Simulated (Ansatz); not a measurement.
Planning a run of Ansatz 0.2.0 on CdSe (Cadmoselite). The input:

```yaml
crystal:
  lattice:
    - [4.3, 0.0, 0.0]
    - [-2.15, 3.7239092363, 0.0]
    - [0.0, 0.0, 7.02]
  atoms:
    - { symbol: Cd, position: [0.3333333333, 0.6666666667, 0.0] }
    - { symbol: Cd, position: [0.6666666667, 0.3333333333, 0.5] }
    - { symbol: Se, position: [0.3333333333, 0.6666666667, 0.385] }
    - { symbol: Se, position: [0.6666666667, 0.3333333333, 0.885] }
kpoints:
  mp_grid: { grid: [12, 12, 4] }
hamiltonian:
  xc: pbe
scf:
  occupations: { method: fixed }
  n_extra_bands: 41
output:
  optics: { e_range: [0, 15], de: 0.05, sigma: 0.15, scissors: 0.628 }
```

The database entry behind the starting cell differs from later determinations by our own check (inner coordinate of an old entry), so it need not match the best structure at ambient conditions.

```sh
ansatz run input.yaml --threads 3 --pin off --max-ram 92160MiB --backend cuda --events-out ev --progress --plain --runs-dir out --devices 1 --max-vram 13GiB  # rebuilt from the run's record
```

Q: How long will it take on 1 × NVIDIA H100 80GB HBM3 (shared by 6 runs) with 3 threads of AMD EPYC 7R13 (Zen 3), shared host, and how much memory?

It took 3.3 min; on shared hardware allow 100 s to 6.6 min. Peak host memory was 2.2 GiB.

[Paths, hosts, dates, memory and timing lines, banners, echoed tables and standing remarks are left out of the program output.]

[Logs are printed without paths, hosts, clocks, repeated set-up lines and the standing remarks that a program may print on its own settings, such as how far it seeks lower states.]

[Runs of the session that timed out or met a known fault of the program may be left out.]

[Cells called generated may have been cut or substituted from an entry of the Crystallography Open Database or the Materials Project.]

[Hosts, paths, dates, database ids (printed as entryN), source tags and the programs' standing remarks are cut or masked in the printed files.]
